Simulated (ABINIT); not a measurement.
KTaO3, 5 atoms in the cell. The structure is cubic, space group Pm-3m (No. 221). Conventional cell: a = 3.988 Å, b = 3.988 Å, c = 3.988 Å, α = 90.00°, β = 90.00°, γ = 90.00°. Ta (site symmetry m-3m) is surrounded by 6 O at 1.99 Å. K (site symmetry m-3m) is surrounded by 12 O at 2.82 Å. O (site symmetry 4/mmm) is surrounded by 2 Ta at 1.99 Å. 

| Quantity | Value |
| --- | --- |
| Program | ABINIT 10.8.3 (patched build) |
| Task | band structure |
| Functional | TB-mBJ |
| Potentials or basis | JTH PAW LDA v2.0 |
| Cutoff | 762 eV |
| k mesh | 5 × 5 × 5 |
| Occupations | fermi-dirac, width 0.05 eV |
| Spin | no spin polarisation |
| Fine-grid cutoff | 1360.57 eV |

Potentials or basis: JTH PAW LDA v2.0.

Launch:

```bash
$ abinit run.abi > log 2>&1
```

Hardware: 1 thread of Intel(R) Xeon(R) 6975P-C (Granite Rapids) (shared host).

Q: Estimate the wall time of this run.

A: It took 7.7 min on 1 thread of Intel(R) Xeon(R) 6975P-C (Granite Rapids) (shared host), peak memory 0.21 GiB. Counts: scf iterations 33, mpi ranks 1, k points 10, bands 24, plane waves 3048.
